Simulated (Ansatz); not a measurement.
# SnGe2: the cost of one run

Method: DFT PBE, scalar-relativistic, plane waves, PAW, in Ansatz 0.2.0.

## 1. The system as given

The structure is tetragonal, space group I-4m2 (No. 119). Conventional cell: a = 5.491 Å, b = 5.491 Å, c = 8.842 Å, α = 90.00°, β = 90.00°, γ = 90.00°. Sn (site symmetry 2mm) has 5 Ge at 2.84 to 2.95 Å and 1 Sn at 2.95 Å as nearest neighbours. Ge (site symmetry -4m2) is surrounded by 4 Ge at 2.84 Å and 2 Sn at 2.95 Å. Ge (site symmetry 2mm) has 4 Ge at 2.84 to 2.95 Å and 2 Sn at 2.84 Å as nearest neighbours. Ge (site symmetry -4m2) has 4 Sn at 2.84 Å and 2 Ge at 2.95 Å as nearest neighbours.

Coordinates:

```cif
data_structure
_symmetry_space_group_name_H-M 'I-4m2'
_symmetry_Int_Tables_number 119
_cell_length_a 5.4908
_cell_length_b 5.4908
_cell_length_c 8.8416
_cell_angle_alpha 90.000
_cell_angle_beta 90.000
_cell_angle_gamma 90.000
_cell_volume 266.56
loop_
_atom_site_label
_atom_site_type_symbol
_atom_site_symmetry_multiplicity
_atom_site_Wyckoff_symbol
_atom_site_fract_x
_atom_site_fract_y
_atom_site_fract_z
_atom_site_occupancy
Sn1 Sn 4 f 0.00000 0.50000 0.41667 1
Ge1 Ge 2 d 0.50000 0.00000 0.25000 1
Ge2 Ge 4 e 0.50000 0.50000 0.16667 1
Ge3 Ge 2 a 0.00000 0.00000 0.00000 1
```

The start is an ordering of an alloy on its end members' structure types: elements ordered on the sites of the Hg type, Ge/Sn on Hg (I-4m2, No. 119).

## 2. The guess as it stands, on a coarse mesh

input.yaml reads:

```yaml
crystal:
  lattice:
    - [-2.74538906, 2.74538906, 4.42078232]
    - [2.74538906, -2.74538906, 4.42078232]
    - [2.74538906, 2.74538906, -4.42078232]
  atoms:
    - { symbol: Sn, position: [0.91666667, 0.41666667, 0.5] }
    - { symbol: Sn, position: [0.58333333, 0.08333333, 0.5] }
    - { symbol: Ge, position: [0.25, 0.75, 0.5] }
    - { symbol: Ge, position: [0.66666667, 0.66666667, 0.0] }
    - { symbol: Ge, position: [0.33333333, 0.33333333, 0.0] }
    - { symbol: Ge, position: [0.0, 0.0, 0.0] }
basis:
  ecutwfc: 420
kpoints:
  mp_grid: { grid: [4, 4, 4] }
hamiltonian:
  xc: pbe
scf:
  occupations: { method: gaussian, width: 0.1 }
  lower_state_search: "off"
output:
  forces: true
  stress: true
  eigenvalues: true
```

Run with:

```
ansatz run input.yaml --threads 1 --pin off --max-ram 2560MiB --backend cpu --events-out ev --progress --plain --runs-dir out
```

What time and memory should one allow on 1 thread of Intel Xeon at 2.50GHz (Skylake/Cascade Lake), shared host?

About 16 s, with a peak of 0.4 GiB.
